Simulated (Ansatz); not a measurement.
**Fe2Ge under changes of volume**

One of the cells (13.144 Å³/atom); the others are scaled copies at fixed shape and fractional positions:

```
CELL_PARAMETERS angstrom
4.16363 0.00000 0.00000
-2.08182 3.60581 0.00000
0.00000 0.00000 2.62647
ATOMIC_POSITIONS crystal
Ge 0.00000 0.00000 0.00000
Fe 0.33333 0.66667 0.50000
Fe 0.66667 0.33333 0.50000
```

The cell comes from a database or a generator and needn't be the stable form of this composition.

| Property | Result |
| --- | --- |
| Program | Ansatz 0.2.0 |
| Functional | PBEsol |
| Potentials or basis | Ansatz PAW |
| Cutoff | 420 eV (not typed: the program's choice for these potentials) |
| k mesh | 7 × 7 × 10 |
| Occupations | fermi-dirac, width 0.05 eV |
| Spin | collinear spin, ferromagnetic start |
| Starting moments | [0.0, 3.0, 3.0] μB |

```csv
volume (Å³/atom),energy over the lowest point (meV/atom),pressure (GPa),moment (μB per cell)
12.355,0.00,-0.7,4.52
12.618,2.84,-2.7,4.75
12.881,8.55,-4.8,4.93
13.144,18.02,-7.1,5.04
13.407,?,?,?
13.670,47.13,-10.9,5.22
13.933,66.21,-12.6,5.28
```

Question: What does the run at 13.407 Å³/atom give?

Answer: Energy over the lowest point 31.00 meV/atom; pressure -9.1 GPa; moment 5.14 μB per cell.

Worked out: A Birch-Murnaghan fit of order 3 (a polynomial in V^(-2/3)) to the other rows has its minimum at 12.29 Å³/atom, just outside them, with B0 = V·E''(V) = 98 GPa (rough, since the energies scatter) at fixed shape and positions, which overstates the stiffness. It gives 30.91 meV/atom at 13.407 Å³/atom, against the run's 31.00, and -dE/dV = -8.8 GPa, against -9.1. A parabola through the other rows of the moment, of slope 0.339 μB per Å³/atom there, gives 5.16 μB, against the run's 5.14.

Energies are extrapolated to zero smearing.

Caveats: the PAW data sets come from PBE, with cores solved anew for the run's functional, which leaves a small shift of forces and pressure.
